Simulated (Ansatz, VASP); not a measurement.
# NiO in VASP and in Ansatz

Contents of INCAR:

```
  PREC = Accurate
  ENCUT = 520
  EDIFF = 1E-7
  ISMEAR = 0
  SIGMA = 0.02
  LREAL = F
  LASPH = T
  NELM = 150
  ALGO = Normal
  ISIF = 2
  LWAVE = F
  LCHARG = F
  ISPIN = 2
  MAGMOM = 1.91 0.21
  LORBIT = 11
  LMAXMIX = 4
  LDAU = T
  LDAUTYPE = 2
  LDAUL = 2 -1
  LDAUU = 6.2 0
  LDAUJ = 0 0
  LDAUPRINT = 1
  GGA = PE
  NBANDS = 19
```

Contents of KPOINTS:

```
regular mesh
0
Gamma
  12 12 12
```

Contents of POSCAR:

```
NiO
1.0
    0.0000000000      2.0901797511      2.0901797511
    2.0901797511      0.0000000000      2.0901797511
    2.0901797511      2.0901797511      0.0000000000
Ni O
1 1
Direct
    0.0000000000      0.0000000000      0.0000000000
    0.5000000000      0.5000000000      0.5000000000
```

Input for Ansatz:

```yaml
crystal:
  lattice:
    - [0.0, 2.0901797489, 2.0901797489]
    - [2.0901797489, 0.0, 2.0901797489]
    - [2.0901797489, 2.0901797489, 0.0]
  atoms:
    - { symbol: Ni, position: [0.0, 0.0, 0.0], spin: 1.91 }
    - { symbol: O, position: [0.5, 0.5, 0.5], spin: 0.21 }
basis:
  ecutwfc: 420
kpoints:
  mp_grid: { grid: [12, 12, 12] }
hamiltonian:
  xc: pbe
  hubbard: { sites: [{ species: Ni, l: d, u_eff: 6.2 }] }
scf:
  occupations: { method: gaussian, width: 0.02 }
output:
  forces: true
  stress: true
  eigenvalues: true
  populations: true
magnetization:
  spin_polarized: true
```

Alike in both runs: task single point; functional PBE; k mesh 12 × 12 × 12; occupations gaussian, width 0.02 eV; collinear spin; Hubbard terms Ni d U = 6.2 eV.

```csv
,VASP,Ansatz
version,VASP 6.6.1,Ansatz 0.2.0
potentials or method,"VASP PAW PBE potentials, release 64 (Ni, O)","scalar-relativistic, plane waves, PAW"
plane-wave cutoff (eV),520,420
valence electrons in the cell,16,24
```

VASP gave:

* gap on the k mesh at the Fermi level (eV): 2.53
* least direct gap on the mesh (eV): 3.20
* pressure (GPa): 2.2
* net moment per atom (μB): 1.00
* size of the moment on the site where the two differ most (μB): 1.82

Problem. What did Ansatz give for the same quantities?

Solution. gap on the k mesh at the Fermi level (eV): 2.24; least direct gap on the mesh (eV): 2.98; pressure (GPa): 12.9; net moment per atom (μB): 1.00; size of the moment on the site where the two differ most (μB): 1.72.

Site moments also hang on the region over which each program counts them. The programs project onto different local orbitals, so the same U acts differently. The two sets of potentials don't hold the same shells in valence.

Caveats: a cell with one magnetic atom can't hold antiferromagnetic order, which such compounds often take. The state reached can hang on the start; a lower one may exist. A k mesh can miss the band edges.
